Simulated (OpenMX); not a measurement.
Crystal: Pd.

```
Pd
1.0
     0.00000    1.94650    1.94650
     1.94650    0.00000    1.94650
     1.94650    1.94650    0.00000
Pd
1
Direct
  0.00000 0.00000 0.00000
```

Base run:

```yaml
Program: OpenMX 3.8.5
Functional: PBE
Potentials_or_basis: OpenMX 2013 PBE set, Pd7.0-s3p2d2, grid cutoff 400 Ry
k_mesh: 13 × 13 × 13
Occupations: fermi-dirac, width 0.05 eV
Spin: no spin polarisation
```

Its results: pressure 12.3 GPa.

Task: The run is repeated on the same cell with these changes: functional from PBE to LDA; potentials or basis from OpenMX 2013 PBE set, Pd7.0-s3p2d2, grid cutoff 400 Ry to OpenMX 2013 LDA set, Pd7.0-s3p2d2, grid cutoff 400 Ry. What comes out?

Result: Pressure -3.9 GPa.

Caveats: the basis of atomic orbitals isn't converged, which shifts pressures, moduli and gaps.
